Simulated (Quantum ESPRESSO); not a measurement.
# Al (Im-3m) in Quantum ESPRESSO: settings compared

The runs below take Al through energy-loss spectrum, phonons, with PBEsol, LDA.

Everything below comes from runs of Quantum ESPRESSO 7.5. Logs are shortened: lines on timing, memory, paths and dates and some standing lists are left out, and cuts for length are marked.

## 1. The structure

It takes space group Im-3m (No. 229, cubic). The conventional cell has a = 3.182 Å, b = 3.182 Å, c = 3.182 Å, α = 90.00°, β = 90.00°, γ = 90.00°. Around Al (site symmetry m-3m) lie 8 Al at 2.76 Å.

This isn't the form of Al at room conditions, which is fcc.

## 2. Energy-loss spectrum, PBEsol

Contents of pw.in:

```
&CONTROL
  calculation = 'scf'
  prefix = 'pwscf'
  outdir = './tmp'
  pseudo_dir = './pseudo'
  tprnfor = .true.
  tstress = .true.
  disk_io = 'low'
/
&SYSTEM
  ibrav = 0
  nat = 1
  ntyp = 1
  ecutwfc = 40
  nbnd = 6
  occupations = 'smearing'
  smearing = 'mv'
  degauss = 0.01469973
/
&ELECTRONS
  conv_thr = 2d-10
  electron_maxstep = 120
  mixing_beta = 0.5
/
ATOMIC_SPECIES
Al    26.9815 Al.upf
CELL_PARAMETERS angstrom
  -1.5912186900    1.5912186900    1.5912186900
   1.5912186900   -1.5912186900    1.5912186900
   1.5912186900    1.5912186900   -1.5912186900
ATOMIC_POSITIONS angstrom
Al     0.0000000000    0.0000000000    0.0000000000
K_POINTS automatic
12 12 12 1 1 1
```

Contents of scf2.in:

```
&CONTROL
  calculation = 'scf'
  prefix = 'pwscf'
  outdir = './tmp'
  pseudo_dir = './pseudo'
  tprnfor = .true.
  tstress = .true.
  disk_io = 'low'
/
&SYSTEM
  ibrav = 0
  nat = 1
  ntyp = 1
  ecutwfc = 40
  nbnd = 6
  occupations = 'smearing'
  smearing = 'mv'
  degauss = 0.01469973
/
&ELECTRONS
  conv_thr = 1d-11
  electron_maxstep = 120
  mixing_beta = 0.5
  startingpot = 'file'
  startingwfc = 'file'
/
ATOMIC_SPECIES
Al    26.9815 Al.upf
CELL_PARAMETERS angstrom
  -1.5912186900    1.5912186900    1.5912186900
   1.5912186900   -1.5912186900    1.5912186900
   1.5912186900    1.5912186900   -1.5912186900
ATOMIC_POSITIONS angstrom
Al     0.0000000000    0.0000000000    0.0000000000
K_POINTS automatic
12 12 12 1 1 1
```

Contents of eels.in:

```
&LR_INPUT
  prefix = 'pwscf'
  outdir = './tmp'
  restart_step = 5000
  restart = .false.
/
&LR_CONTROL
  calculator = 'lanczos'
  approximation = 'TDDFT'
  q1 = 0
  q2 = 0
  q3 = 0.5702351478
  itermax = 300
/
```

Contents of spectrum.in:

```
&LR_INPUT
  prefix = 'pwscf'
  outdir = './tmp'
  eels = .true.
  itermax0 = 300
  itermax = 20000
  extrapolation = 'osc'
  epsil = 0.03
  units = 1
  start = 0
  end = 40
  increment = 0.2
/
```

Contents of spectrum_short.in:

```
&LR_INPUT
  prefix = 'pwscf'
  outdir = './tmp'
  eels = .true.
  itermax0 = 200
  itermax = 20000
  extrapolation = 'osc'
  epsil = 0.03
  units = 1
  start = 0
  end = 40
  increment = 0.2
/
```

Potentials or basis: PseudoDojo 0.4.1 SR PBEsol standard.

Started as:

```bash
$ OMP_NUM_THREADS=1 pw.x -in pw.in > pw.out
$ OMP_NUM_THREADS=1 pw.x -in scf2.in > scf2.out
$ OMP_NUM_THREADS=1 turbo_eels.x -in eels.in > eels.out
$ OMP_NUM_THREADS=1 turbo_spectrum.x -in spectrum.in > spectrum.out
$ OMP_NUM_THREADS=1 turbo_spectrum.x -in spectrum_short.in > spectrum_short.out
```

pw.out:

```text
This program is part of the open-source Quantum ESPRESSO suite
     for quantum simulation of materials; please cite
[... 9 lines left out ...]
     --------------------
     sticks:   dense  smooth     PW     G-vecs:    dense   smooth      PW
     Sum         333     333    117                 3781     3781     767

     Using Slab Decomposition

     bravais-lattice index     =            0
     lattice parameter (alat)  =       5.2082  a.u.
     unit-cell volume          =     108.7542 (a.u.)^3
     number of atoms/cell      =            1
     number of atomic types    =            1
     number of electrons       =         3.00
     number of Kohn-Sham states=            6
     kinetic-energy cutoff     =      40.0000  Ry
     charge density cutoff     =     160.0000  Ry
     scf convergence threshold =      2.0E-10
     mixing beta               =       0.5000
     number of iterations used =            8  plain     mixing
     Exchange-correlation= PBESOL
                           (   1   4  10   8   0   0   0)

     celldm(1)=   5.208221  celldm(2)=   0.000000  celldm(3)=   0.000000
     celldm(4)=   0.000000  celldm(5)=   0.000000  celldm(6)=   0.000000

     crystal axes: (cart. coord. in units of alat)
               a(1) = (  -0.577350   0.577350   0.577350 )
               a(2) = (   0.577350  -0.577350   0.577350 )
               a(3) = (   0.577350   0.577350  -0.577350 )

     reciprocal axes: (cart. coord. in units 2 pi/alat)
               b(1) = ( -0.000000  0.866025  0.866025 )
               b(2) = (  0.866025 -0.000000  0.866025 )
               b(3) = (  0.866025  0.866025  0.000000 )

     PseudoPot. # 1 for Al read from file:
     Al.upf
     Pseudo is Norm-conserving + core correction, Zval =  3.0
     Generated using ONCVPSP code by D. R. Hamann
     Using radial grid of 1876 points,  6 beta functions with:
                l(1) =   0
                l(2) =   0
                l(3) =   1
                l(4) =   1
                l(5) =   2
                l(6) =   2

     atomic species   valence    mass     pseudopotential
     Al                3.00    26.98150     Al( 1.00)

     48 Sym. Ops., with inversion, found

   Cartesian axes

     site n.     atom                  positions (alat units)
         1        Al     tau(   1) = (   0.0000000   0.0000000   0.0000000  )

     number of k points=    68  Marzari-Vanderbilt smearing, width (Ry)=  0.0147
                       cart. coord. in units 2pi/alat
        k(    1) = (   0.0721688   0.0721688   0.0721688), wk =   0.0092593
        k(    2) = (   0.1443376   0.1443376   0.0721688), wk =   0.0277778
        k(    3) = (   0.2165064   0.2165064   0.0721688), wk =   0.0277778
        k(    4) = (   0.2886751   0.2886751   0.0721688), wk =   0.0277778
        k(    5) = (   0.3608439   0.3608439   0.0721688), wk =   0.0277778
        k(    6) = (   0.4330127   0.4330127   0.0721688), wk =   0.0138889
[... 60 lines left out ...]
        k(   67) = (  -0.7938566  -0.0721688  -0.0721688), wk =   0.0092593
        k(   68) = (   0.0000000   0.0000000   0.7938566), wk =   0.0069444

     Dense  grid:     3781 G-vectors     FFT dimensions: (  24,  24,  24)

     Initial potential from superposition of free atoms

     starting charge       2.9977, renormalised to       3.0000
     Starting wfcs are    4 randomized atomic wfcs +    2 random wfcs

     Self-consistent Calculation

     iteration #  1     ecut=    40.00 Ry     beta= 0.50
     Davidson diagonalization with overlap
     ethr =  1.00E-02,  avg # of iterations =  6.2

     Threshold (ethr) on eigenvalues was too large:
     Diagonalizing with lowered threshold

     Davidson diagonalization with overlap
     ethr =  1.77E-04,  avg # of iterations =  3.1

     total energy              =      -4.63343482 Ry
     estimated scf accuracy    <       0.00524127 Ry

     iteration #  2     ecut=    40.00 Ry     beta= 0.50
     Davidson diagonalization with overlap
     ethr =  1.75E-04,  avg # of iterations =  1.1

     total energy              =      -4.63303233 Ry
     estimated scf accuracy    <       0.00109498 Ry

     iteration #  3     ecut=    40.00 Ry     beta= 0.50
     Davidson diagonalization with overlap
     ethr =  3.65E-05,  avg # of iterations =  1.6

     total energy              =      -4.63307778 Ry
     estimated scf accuracy    <       0.00000084 Ry

     iteration #  4     ecut=    40.00 Ry     beta= 0.50
     Davidson diagonalization with overlap
     c_bands:  2 eigenvalues not converged
     ethr =  2.80E-08,  avg # of iterations =  4.8

     total energy              =      -4.63308039 Ry
     estimated scf accuracy    <       0.00000003 Ry

     iteration #  5     ecut=    40.00 Ry     beta= 0.50
     Davidson diagonalization with overlap
     ethr =  9.94E-10,  avg # of iterations =  1.6

     total energy              =      -4.63308040 Ry
     estimated scf accuracy    <          2.7E-09 Ry

     iteration #  6     ecut=    40.00 Ry     beta= 0.50
     Davidson diagonalization with overlap
     ethr =  9.01E-11,  avg # of iterations =  1.4

     End of self-consistent calculation

          k = 0.0722 0.0722 0.0722 (   456 PWs)   bands (ev):

    -2.8691  19.4219  19.4368  19.4368  23.3721  23.3721

          k = 0.1443 0.1443 0.0722 (   464 PWs)   bands (ev):

    -2.2629  15.9690  17.9480  18.0709  22.4392  23.0842

          k = 0.2165 0.2165 0.0722 (   464 PWs)   bands (ev):

    -1.2581  12.5644  16.6853  16.9527  21.3809  22.1692

          k = 0.2887 0.2887 0.0722 (   466 PWs)   bands (ev):

     0.1365   9.4167  15.7579  16.1372  20.5455  21.4398

          k = 0.3608 0.3608 0.0722 (   466 PWs)   bands (ev):

     1.9070   6.5859  15.1951  15.6429  20.0272  20.9725

          k = 0.4330 0.4330 0.0722 (   462 PWs)   bands (ev):

     3.8018   4.3366  15.0065  15.4776  19.8524  20.8122

          k =-0.0000-0.0000 0.0722 (   450 PWs)   bands (ev):

    -3.0718  20.4369  20.4369  21.6180  22.4075  23.1493

          k = 0.2165 0.1443 0.1443 (   465 PWs)   bands (ev):

    -1.4585  14.3162  14.8020  16.7743  23.3510  23.3612

          k = 0.2887 0.2165 0.1443 (   465 PWs)   bands (ev):

    -0.2605  11.2494  13.5153  15.7575  22.5439  23.8350

          k = 0.3608 0.2887 0.1443 (   467 PWs)   bands (ev):

     1.3203   8.2803  12.7676  15.0621  21.9072  23.7373

          k = 0.4330 0.3608 0.1443 (   471 PWs)   bands (ev):

     3.2580   5.6409  12.3946  14.7103  21.5752  23.5505

          k = 0.0000-0.0722 0.1443 (   459 PWs)   bands (ev):

    -2.6667  17.6406  18.8723  20.8756  21.1928  22.1785

          k = 0.3608 0.2165 0.2165 (   473 PWs)   bands (ev):

     1.1239  10.0157  10.7195  14.8969  23.5725  23.8657

          k = 0.4330 0.2887 0.2165 (   472 PWs)   bands (ev):

     2.8799   7.4999   9.8714  14.3677  23.2916  25.0701

          k = 0.5052 0.3608 0.2165 (   472 PWs)   bands (ev):

     4.7421   5.3046   9.6660  14.1897  23.1440  25.9616

          k =-0.0000-0.1443 0.2165 (   466 PWs)   bands (ev):

    -1.8601  14.1936  17.5330  19.6576  19.8587  21.8239

          k = 0.0722-0.0722 0.2165 (   460 PWs)   bands (ev):

    -2.0613  15.9144  16.2405  20.0057  20.8472  21.3755

          k = 0.5052 0.2887 0.2887 (   467 PWs)   bands (ev):

     4.7789   6.8136   7.5862  14.0133  24.8439  25.1051

          k =-0.0000-0.2165 0.2887 (   460 PWs)   bands (ev):

    -0.6587  10.9085  16.5041  18.6488  18.8195  21.1911

          k = 0.0722-0.1443 0.2887 (   460 PWs)   bands (ev):

    -1.0580  12.7179  14.8654  18.9476  19.9929  21.7436

          k =-0.0000-0.2887 0.3608 (   467 PWs)   bands (ev):

     0.9269   7.9127  15.8087  17.9590  18.1137  20.6320

          k = 0.0722-0.2165 0.3608 (   466 PWs)   bands (ev):

     0.3347   9.5952  13.9593  18.1294  19.1634  22.3314

          k = 0.1443-0.1443 0.3608 (   459 PWs)   bands (ev):

     0.1367  11.3243  11.9772  18.1271  20.5347  21.2751

          k = 0.0000-0.3608 0.4330 (   466 PWs)   bands (ev):

     2.8719   5.2590  15.4582  17.6117  17.7576  20.3246

          k = 0.0722-0.2887 0.4330 (   464 PWs)   bands (ev):

     2.1025   6.7740  13.4138  17.6306  18.6328  22.4386

          k = 0.1443-0.2165 0.4330 (   465 PWs)   bands (ev):

     1.7128   8.6295  10.9710  17.4881  20.1790  22.2630

          k =-0.7939-0.3608-0.3608 (   463 PWs)   bands (ev):

     3.9900   4.5337  13.2314  17.4637  18.4519  22.3925

          k =-0.7217-0.2887-0.3608 (   466 PWs)   bands (ev):

     3.6432   6.0182  10.5793  17.1564  19.8623  23.7390

          k =-0.6495-0.2165-0.3608 (   466 PWs)   bands (ev):

     3.4587   7.7554   8.5023  17.0178  21.4305  22.1023

          k =-0.6495-0.2887-0.2887 (   470 PWs)   bands (ev):

     5.3073   5.8407   8.0315  16.8541  21.5439  23.4474

          k = 0.2165 0.2165 0.2165 (   471 PWs)   bands (ev):

    -0.4595  13.0204  13.0204  14.0156  25.5795  25.5835

          k = 0.2887 0.2887 0.2165 (   472 PWs)   bands (ev):

     0.9270  10.1113  12.0838  12.9291  25.2735  25.4289

          k = 0.3608 0.3608 0.2165 (   466 PWs)   bands (ev):

     2.6860   7.3301  11.5194  12.3649  24.9255  25.1400

          k = 0.4330 0.4330 0.2165 (   472 PWs)   bands (ev):

     4.5537   5.1166  11.3308  12.1790  24.7902  25.0297

          k = 0.0000 0.0000 0.2165 (   466 PWs)   bands (ev):

    -2.2628  17.1722  17.1722  19.2612  19.9494  22.4106

          k = 0.3608 0.2887 0.2887 (   474 PWs)   bands (ev):

     2.4928   9.0750   9.7245  11.8957  26.6399  26.6579

          k = 0.4330 0.3608 0.2887 (   467 PWs)   bands (ev):

     4.4070   6.7488   9.0898  11.4991  26.5543  27.5904

          k =-0.0000-0.0722 0.2887 (   464 PWs)   bands (ev):

    -1.4584  14.4471  15.7798  18.1061  19.5562  21.9997

          k = 0.5052 0.3608 0.3608 (   469 PWs)   bands (ev):

     6.2481   6.2481   7.2339  11.2914  28.0465  28.2098

          k =-0.0000-0.1443 0.3608 (   462 PWs)   bands (ev):

    -0.2603  11.2511  14.7269  17.1045  20.3100  21.1199

          k = 0.0722-0.0722 0.3608 (   462 PWs)   bands (ev):

    -0.4592  12.9650  13.4236  17.8104  18.6483  21.8171

          k =-0.0000-0.2165 0.4330 (   464 PWs)   bands (ev):

     1.3207   8.2820  14.0220  16.3861  20.4651  21.3023

          k = 0.0722-0.1443 0.4330 (   464 PWs)   bands (ev):

     0.9276  10.1148  12.3328  17.2666  19.3273  21.1863

          k = 0.0000-0.2887 0.5052 (   464 PWs)   bands (ev):

     3.2587   5.6422  13.6688  16.0185  20.1279  21.9025

          k = 0.0722-0.2165 0.5052 (   459 PWs)   bands (ev):

     2.6871   7.3334  11.7732  16.7622  20.1937  21.2711

          k = 0.1443-0.1443 0.5052 (   463 PWs)   bands (ev):

     2.4940   9.0693   9.7687  18.2786  18.8371  20.7313

          k =-0.7939-0.2887-0.2887 (   459 PWs)   bands (ev):

     4.5549   5.1194  11.5878  16.5871  20.2244  22.7488

          k =-0.7217-0.2165-0.2887 (   462 PWs)   bands (ev):

     4.4090   6.7526   9.1137  18.1927  19.7221  20.8471

          k =-0.6495-0.2165-0.2165 (   454 PWs)   bands (ev):

     6.2491   6.2491   7.2525  19.4151  19.9433  19.9433

          k = 0.3608 0.3608 0.3608 (   471 PWs)   bands (ev):

     4.2246   8.5095   8.5095   9.7761  28.9637  28.9639

          k = 0.4330 0.4330 0.3608 (   466 PWs)   bands (ev):

     6.0595   6.5604   8.3208   9.3524  29.2396  29.5978

          k =-0.0000-0.0000 0.3608 (   458 PWs)   bands (ev):

    -0.6584  14.3663  14.3663  16.0424  17.4746  23.9883

          k =-0.0000-0.0722 0.4330 (   459 PWs)   bands (ev):

     0.5330  11.8843  13.3046  15.4154  17.2391  23.8748

          k =-0.0000-0.1443 0.5052 (   460 PWs)   bands (ev):

     2.1048   9.0070  12.5963  14.8224  18.3639  23.3155

          k = 0.0722-0.0722 0.5052 (   458 PWs)   bands (ev):

     1.9098  10.7318  11.2543  15.4947  16.6466  23.5939

          k = 0.0000-0.2165 0.5774 (   456 PWs)   bands (ev):

     4.0288   6.4013  12.2421  14.4707  20.0014  21.9393

          k = 0.0722-0.1443 0.5774 (   458 PWs)   bands (ev):

     3.6551   8.2396  10.4983  15.3857  17.6663  21.6470

          k =-0.7939-0.2165-0.2165 (   463 PWs)   bands (ev):

     5.4965   6.0744  10.3038  15.2453  19.1910  19.8234

          k =-0.7217-0.1443-0.2165 (   461 PWs)   bands (ev):

     5.5411   7.5650   8.3007  16.7551  17.5078  19.4498

          k =-0.0000-0.0000 0.5052 (   462 PWs)   bands (ev):

     1.7143  12.2390  12.2390  13.6113  15.3623  23.9830

          k =-0.0000-0.0722 0.5774 (   459 PWs)   bands (ev):

     3.2719  10.0342  11.5297  13.4422  15.4208  21.4304

          k = 0.0000-0.1443 0.6495 (   464 PWs)   bands (ev):

     5.1749   7.5161  11.1753  13.2305  16.8518  19.1216

          k = 0.0722-0.0722 0.6495 (   464 PWs)   bands (ev):

     4.9955   9.2384   9.7939  13.9472  15.1165  18.9314

          k =-0.7939-0.1443-0.1443 (   468 PWs)   bands (ev):

     6.8130   7.3446   9.4063  14.1761  15.9908  17.2442

          k =-0.0000-0.0000 0.6495 (   466 PWs)   bands (ev):

     4.8089  10.8201  10.8201  11.9858  13.7829  18.7506

          k = 0.0000-0.0722 0.7217 (   468 PWs)   bands (ev):

     6.6813   8.9282  10.4659  12.2244  14.0725  16.4814

          k =-0.7939-0.0722-0.0722 (   478 PWs)   bands (ev):

     8.4909   8.4909   9.2322  13.1737  13.1737  15.2264

          k = 0.0000 0.0000 0.7939 (   470 PWs)   bands (ev):

     8.4971  10.1118  10.1118  11.1721  12.2815  14.5438

     the Fermi energy is     8.2229 ev

!    total energy              =      -4.63308040 Ry
     estimated scf accuracy    <          8.9E-12 Ry
     smearing contrib. (-TS)   =      -0.00028052 Ry
     internal energy E=F+TS    =      -4.63279988 Ry

     The total energy is F=E-TS. E is the sum of the following terms:
     one-electron contribution =       2.98532440 Ry
     hartree contribution      =       0.00482784 Ry
     xc contribution           =      -2.17675075 Ry
     ewald contribution        =      -5.44620137 Ry

     convergence has been achieved in   6 iterations

     Forces acting on atoms (cartesian axes, Ry/au):

     atom    1 type  1   force =     0.00000000    0.00000000    0.00000000

     Total force =     0.000000     Total SCF correction =     0.000000

     Computing stress (Cartesian axis) and pressure

          total   stress  (Ry/bohr**3)                   (kbar)     P=       22.05
   0.00014992  -0.00000000  -0.00000000           22.05       -0.00       -0.00
  -0.00000000   0.00014992  -0.00000000           -0.00       22.05       -0.00
  -0.00000000  -0.00000000   0.00014992           -0.00       -0.00       22.05

=------------------------------------------------------------------------------=
   JOB DONE.
=------------------------------------------------------------------------------=
```

Wall time 1.7 min (1 thread of Arm Neoverse V1, shared host); peak memory 0.16 GiB.

Results:

```yaml
Free_energy: -63.0363 eV
Pressure: 2.2 GPa
Band_gap_on_the_k_mesh: none (metal or under the smearing width)
Peak_of_the_energy-loss_function: 21.0 eV
```

Energy-loss function at q = [0.0, 0.0, 1.3] (Å⁻¹, cartesian):
| energy (eV) | loss |
| --- | --- |
| 0.0 | 0.000 |
| 1.8 | 0.015 |
| 3.4 | 0.073 |
| 5.2 | 0.138 |
| 7.0 | 0.207 |
| 8.6 | 0.271 |
| 10.4 | 0.390 |
| 12.2 | 0.508 |
| 13.8 | 0.492 |
| 15.6 | 0.612 |
| 17.4 | 1.003 |
| 19.0 | 1.548 |
| 20.8 | 3.780 |
| 22.4 | 1.335 |
| 24.2 | 0.379 |
| 26.0 | 0.213 |
| 27.6 | 0.157 |
| 29.4 | 0.100 |
| 31.2 | 0.062 |
| 32.8 | 0.048 |
| 34.6 | 0.043 |
| 36.4 | 0.041 |
| 38.0 | 0.035 |
| 39.8 | 0.023 |

(Part 1 of 2 ends here.)
